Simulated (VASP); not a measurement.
ScAl, 2 atoms in the cell. The structure is cubic, space group Pm-3m (No. 221). The conventional cell has a = 3.370 Å, b = 3.370 Å, c = 3.370 Å, α = 90.00°, β = 90.00°, γ = 90.00°. Sc (site symmetry m-3m) has 8 Al at 2.92 Å as nearest neighbours. Al (site symmetry m-3m) is surrounded by 8 Sc at 2.92 Å. The cell comes from a database or a generator and needn't be the stable form of this composition.

- Program: VASP 6.6.1
- Task: relaxation of cell and atoms
- Functional: r2SCAN
- Potentials or basis: VASP PAW PBE potentials, release 64 (Sc_sv, Al)
- Cutoff: 600 eV
- k mesh: 8 × 8 × 8
- Occupations: fermi-dirac, width 0.05 eV
- Spin: no spin polarisation
- Further INCAR settings: ALGO = Normal; EDIFF = 1e-07; IBRION = 2; EDIFFG = -0.02; NSW = 60; ISIF = 3

Potentials or basis: VASP PAW PBE potentials, release 64 (Sc_sv, Al).

The run is started by

```bash
$ cat potpaw_PBE.64/Sc_sv/POTCAR potpaw_PBE.64/Al/POTCAR > POTCAR
$ mpirun -np 1 vasp_std > vasp.out
```

Hardware: 1 thread of Intel(R) Xeon(R) Platinum 8488C (Sapphire Rapids), on a shared host.

Task: Estimate the wall time of this run.

Result: Run time: 91 s on 1 thread of Intel(R) Xeon(R) Platinum 8488C (Sapphire Rapids), with other jobs on the host, peak memory 0.18 GiB. Counts: scf iterations 28, k points 35, ion steps 2.
